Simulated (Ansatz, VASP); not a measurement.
## One calculation of CuO (Tenorite), two programs

File INCAR:

```
SYSTEM = CuO
PREC = Accurate
ENCUT = 520
EDIFF = 1E-8
ISMEAR = -1
SIGMA = 0.05
LREAL = .False.
LASPH = .True.
NELM = 80
ALGO = Normal
ISIF = 2
LWAVE = .False.
LCHARG = .False.
GGA = PE
LEFG = .True.
NBANDS = 25
```

File KPOINTS:

```
Automatic mesh
0
Gamma
  10 10 5
  0 0 0
```

File POSCAR:

```
CuO
1.0
    2.3446500000     -1.7134000000      0.0000000000
    2.3446500000      1.7134000000      0.0000000000
   -0.8605543552      0.0000000000      5.0594363927
Cu O
2 2
Direct
    0.4968000000      0.0032000000      0.5000000000
    0.0032000000      0.4968000000      0.0000000000
    0.4056000000      0.5714000000      0.7537000000
    0.5714000000      0.4056000000      0.2537000000
```

input.yaml

```yaml
crystal:
  lattice:
    - [2.34465, -1.7134, 0.0]
    - [2.34465, 1.7134, 0.0]
    - [-0.8605543552, 0.0, 5.0594363927]
  atoms:
    - { symbol: Cu, position: [0.4968, 0.0032, 0.5] }
    - { symbol: Cu, position: [0.0032, 0.4968, 0.0] }
    - { symbol: O, position: [0.4056, 0.5714, 0.7537] }
    - { symbol: O, position: [0.5714, 0.4056, 0.2537] }
kpoints:
  mp_grid: { grid: [10, 10, 5] }
scf:
  occupations: { method: fermi_dirac, width: 0.05 }
hamiltonian:
  xc: pbe
  pseudopotentials: { kind: all_electron, datasets: crystal }
output:
  forces: true
  stress: true
  eigenvalues: true
  efg: {}
  elf: true
  volumetric_format: npy
```

Alike in both runs: task electric field gradients; functional PBE; k mesh 10 × 10 × 5; occupations fermi-dirac, width 0.05 eV; no spin polarisation.

```csv
,VASP,Ansatz
version,VASP 6.6.1,Ansatz 0.2.0
potentials or method,"VASP PAW PBE potentials, release 64 (Cu, O)",all-electron PAW datasets made for the crystal
plane-wave cutoff (eV),520,see its input
```

VASP gave:

| Item | Value |
| --- | --- |
| gap on the k mesh at the Fermi level (eV) | none |
| pressure (GPa) | 6.4 |
| largest component of the traceless stress (GPa) | 1.83 |
| rms of the force components (eV/Å) | 0.444 |
| Vzz of the field gradient on the site that differs most (V/Å²) | -28.1 |

**Question.** Which values does Ansatz return?

**Answer.** gap on the k mesh at the Fermi level (eV): none; pressure (GPa): 5.7; largest component of the traceless stress (GPa): 1.77; rms of the force components (eV/Å): 0.433; Vzz of the field gradient on the site that differs most (V/Å²): -25.5.

Atom by atom the forces differ by 0.022 eV/Å (rms over components). A gap of «none» marks a metal or a gap that the smearing closes. Ansatz ran all-electron here, so the differences hold the error of VASP's frozen core and of both bases.

Caveats: the run has no spin polarisation, though such a crystal can be magnetic; semilocal functionals often make such compounds metallic where correlation or magnetic order opens a gap, which also shifts bond lengths.
